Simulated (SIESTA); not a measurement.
# TiTe2 under changes of volume

One of the cells (26.760 Å³/atom); the others are scaled copies at fixed shape and fractional positions:

```
CELL_PARAMETERS angstrom
3.77700 0.00000 0.00000
-1.88850 3.27098 0.00000
0.00000 0.00000 6.49800
ATOMIC_POSITIONS crystal
Te 0.33333 0.66667 0.73720
Te 0.66667 0.33333 0.26280
Ti 0.00000 0.00000 0.00000
```

```yaml
Program: SIESTA 5.4.2
Functional: LDA
Potentials_or_basis: PseudoDojo 0.4 standard (LDA files)
Basis: DZP (energy shift 0.003 Ry; two zetas on semicore shells)
Grid_cutoff: 800 Ry
Energy_shift: 0.003 Ry
k_mesh: 8 × 8 × 4
Occupations: fermi-dirac, width 0.05 eV
Spin: no spin polarisation
```

| volume (Å³/atom) | energy over the lowest point (meV/atom) | pressure (GPa) | largest force (eV/Å) |
| --- | --- | --- | --- |
| 25.154 | 1.44 | 1.3 | 0.397 |
| 25.689 | 0.00 | -0.4 | 0.200 |
| 26.225 | 3.76 | -1.8 | 0.016 |
| 26.760 | 12.17 | -3.1 | 0.153 |
| 27.295 | ? | ? | ? |
| 27.830 | 40.94 | -5.4 | 0.461 |
| 28.365 | 60.47 | -6.3 | 0.600 |

**Question.** What does the run at 27.295 Å³/atom give?

**Answer.** Energy over the lowest point 24.70 meV/atom; pressure -4.3 GPa; largest force 0.312 eV/Å.

Worked out: A Birch-Murnaghan fit of order 3 (a polynomial in V^(-2/3)) to the other rows has its minimum at 25.56 Å³/atom with B0 = V·E''(V) = 76 GPa and B' = 4.5 at fixed shape and positions, which overstates the stiffness. It gives 24.71 meV/atom at 27.295 Å³/atom, against the run's 24.70, and -dE/dV = -4.3 GPa, against -4.3.

Energies are extrapolated to zero smearing.

Caveats: the basis of atomic orbitals isn't converged, which shifts pressures, moduli and gaps.
